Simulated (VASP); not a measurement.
F2: single point with PBEsol

F2, in a box:

```
F
1.0
     9.00000    0.00000    0.00000
     0.00000    9.50000    0.00000
     0.00000    0.00000   10.00000
F
2
Direct
  0.50000 0.50000 0.43011
  0.50000 0.50000 0.56989
```

- Program: VASP 6.6.1
- Task: single point
- Functional: PBEsol
- Potentials or basis: VASP PAW PBE potentials, release 64 (F)
- Cutoff: 520 eV
- k mesh: 1 × 1 × 1
- Occupations: fermi-dirac, width 0.05 eV
- Spin: no spin polarisation
- Dipole correction: no
- Further INCAR settings: ALGO = Normal; EDIFF = 1e-06; NBANDS = 14

| Quantity | Value |
| --- | --- |
| Largest force | 0.448 eV/Å |
| Gap between the frontier levels | 3.66 eV |

Forces on the atoms (eV/Å):
```
F    0.000  0.000 -0.448
F    0.000  0.000  0.448
```

Levels at points of the mesh, in eV from the valence-band top:
| k point | band 4 | band 5 | band 6 | band 7 | band 8 | band 9 | band 10 | band 11 |
| --- | --- | --- | --- | --- | --- | --- | --- | --- |
| (0.00, 0.00, 0.00) | -3.56 | -3.56 | 0.00 | 0.00 | 3.66 | 8.91 | 10.40 | 10.46 |

Wall time 26 s on 1 thread of AMD EPYC 9R45 96-Core Processor (Zen 5), on a shared host, peak memory 0.72 GiB.

Caveat: the PAW data sets were made with another functional, which shifts forces and pressure a little. A hybrid or GW would open this gap; PBEsol tends to underestimate it.
